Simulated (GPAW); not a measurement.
A calculation with GPAW 26.7.0 of Ge (ASE script, structure typed inline):

The input run.py:

```python
import numpy as np
from ase import Atoms
from ase.dft.bandgap import bandgap
from ase.io import write
from gpaw import GPAW, PW
from gpaw.response.df import DielectricFunction

atoms = Atoms(['Ge', 'Ge'],
              cell=[[0.0, 2.82891, 2.82891],
                    [2.82891, 0.0, 2.82891],
                    [2.82891, 2.82891, 0.0]],
              scaled_positions=[[0.75, 0.75, 0.75],
                                [0.5, 0.5, 0.5]],
              pbc=True)

calc = GPAW(mode=PW(450),
            xc='RPBE',
            kpts={'size': (7, 7, 7), 'gamma': True},
            occupations={'name': 'fermi-dirac', 'width': 0.001},
            nbands=11,
            convergence={'density': 1e-06},
            maxiter=150,
            txt='gpaw.txt')
atoms.calc = calc
energy = atoms.get_potential_energy()
calc.write('gs.gpw')
write('result.traj', atoms)
print(f'Energy: {energy:.6f} eV')
print('Fermi level:', round(calc.get_fermi_level(), 4), 'eV')
print(f'Gap: {bandgap(calc)[0]:.4f} eV, direct: {bandgap(calc, direct=True)[0]:.4f} eV')

for size in [(21, 21, 21)]:
    name = 'x'.join(str(n) for n in size)
    dense = calc.fixed_density(kpts={'size': size, 'gamma': True},
                               nbands=30, convergence={'bands': 24, 'eigenstates': 1e-7},
                               update_fermi_level=True, txt=f'dense-{name}.txt')
    dense.write(f'{name}.gpw', mode='all')
    df = DielectricFunction(f'{name}.gpw', frequencies=np.array([0.0]), hilbert=False, eta=0.001,
                            ecut=80, nbands=24, intraband=False, txt=f'df-{name}.txt')
    for xc in ['RPA']:
        for direction in ['x', 'y', 'z', [0, 1, 1], [1, 0, 1], [1, 1, 0]]:
            e0, e = df.get_macroscopic_dielectric_constant(xc=xc, direction=direction)
            print(f'{name} {xc} {direction}: {e0:.4f} without, {e:.4f} with local fields')
```

Potentials or basis: the program's PAW data sets (release 1.2.1) made for this functional, pw.

The run is started by

```sh
$ OMP_NUM_THREADS=1 python run.py
```

Problem. Write the same calculation in another form: ASE script, Cartesian positions.

Solution. As run:

Contents of run.py:

```python
import numpy as np
from ase.dft.bandgap import bandgap
from ase.io import read, write
from gpaw import GPAW, PW
from gpaw.response.df import DielectricFunction

atoms = read('Ge.xyz')

calc = GPAW(mode=PW(450),
            xc='RPBE',
            kpts={'size': (7, 7, 7), 'gamma': True},
            occupations={'name': 'fermi-dirac', 'width': 0.001},
            nbands=11,
            convergence={'density': 1e-06},
            maxiter=150,
            txt='gpaw.txt')
atoms.calc = calc
energy = atoms.get_potential_energy()
calc.write('gs.gpw')
write('result.traj', atoms)
print(f'Energy: {energy:.6f} eV')
print('Fermi level:', round(calc.get_fermi_level(), 4), 'eV')
print(f'Gap: {bandgap(calc)[0]:.4f} eV, direct: {bandgap(calc, direct=True)[0]:.4f} eV')

for size in [(21, 21, 21)]:
    name = 'x'.join(str(n) for n in size)
    dense = calc.fixed_density(kpts={'size': size, 'gamma': True},
                               nbands=30, convergence={'bands': 24, 'eigenstates': 1e-7},
                               update_fermi_level=True, txt=f'dense-{name}.txt')
    dense.write(f'{name}.gpw', mode='all')
    df = DielectricFunction(f'{name}.gpw', frequencies=np.array([0.0]), hilbert=False, eta=0.001,
                            ecut=80, nbands=24, intraband=False, txt=f'df-{name}.txt')
    for xc in ['RPA']:
        for direction in ['x', 'y', 'z', [0, 1, 1], [1, 0, 1], [1, 1, 0]]:
            e0, e = df.get_macroscopic_dielectric_constant(xc=xc, direction=direction)
            print(f'{name} {xc} {direction}: {e0:.4f} without, {e:.4f} with local fields')
```

The input Ge.xyz:

```xyz
2
Lattice="0.0000000000 2.8289100000 2.8289100000 2.8289100000 0.0000000000 2.8289100000 2.8289100000 2.8289100000 0.0000000000" Properties=species:S:1:pos:R:3 pbc="T T T"
Ge     4.2433650000      4.2433650000      4.2433650000
Ge     2.8289100000      2.8289100000      2.8289100000
```

Potentials or basis: the program's PAW data sets (release 1.2.1) made for this functional, pw.

Run with:

```console
$ OMP_NUM_THREADS=1 python run.py
```

Both were run:

|  | ASE script, structure typed inline | ASE script, Cartesian positions |
| --- | --- | --- |
| Band gap on the k mesh | 0.20 eV, direct | 0.20 eV, direct |
| Electronic dielectric tensor (diagonal) | 34.15 | 34.15 |

Keys that steer only the numerical path or the files written may differ.

Caveat: the gap is small at this level, which inflates the dielectric constant; the long-wavelength limit can be off by a per cent or two; an odd mesh through Γ misses points on the zone boundary, where band edges often lie.
